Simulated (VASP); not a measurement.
Runs of VASP 6.6.1 on GeS. Symmetry: Pnma, No. 62, orthorhombic system. Conventional cell: a = 10.657 Å, b = 3.684 Å, c = 4.349 Å, α = 90.00°, β = 90.00°, γ = 90.00°. Around Ge (site symmetry m) lie 3 S at 2.46 Å. Around S (site symmetry m) lie 3 Ge at 2.46 Å. 

```tsv
task	level	potentials or basis	spin	cell	k mesh	cutoff (eV)	gap on the mesh (eV)	pressure (GPa)	largest force (eV/Å)
band structure	LDA	VASP PAW LDA potentials, release 64 (Ge_d, S)	off	Pnma, 21.35 Å³/atom	4 × 8 × 6	520	(b)	-4.3	0.17
band structure	PBE	VASP PAW PBE potentials, release 64 (Ge_d, S)	off	Pnma, 21.35 Å³/atom	4 × 8 × 6	520	1.22	0.5	(a)
relaxation of cell and atoms	PBE+D3(BJ)	VASP PAW PBE potentials, release 64 (Ge_d, S)	off	relaxed	4 × 8 × 6	600	1.23	0.0	-
band structure	PBE	VASP PAW PBE potentials, release 64 (Ge_d, S)	SOC, no magnetisation	Pnma, 21.35 Å³/atom	2 × 6 × 6	520	-	0.5	0.04
band structure	TB-mBJ	VASP PAW PBE potentials, release 64 (Ge_d, S)	off	Pnma, 21.35 Å³/atom	4 × 8 × 6	520	1.68	-	-
band structure	r2SCAN	VASP PAW PBE potentials, release 64 (Ge_d, S)	off	Pnma, 21.35 Å³/atom	4 × 8 × 6	520	1.41	-1.0	0.27
```

Alike in all rows: smearing gaussian 0.03 eV.

Problem. Estimate the missing entries.

Solution. (a) 0.02; (b) 1.13.

Caveats: the PAW data sets were made with another functional, which shifts forces and pressure a little (some runs).

A k mesh can miss the band edges, and rows without SOC leave out spin-orbit coupling on Ge.
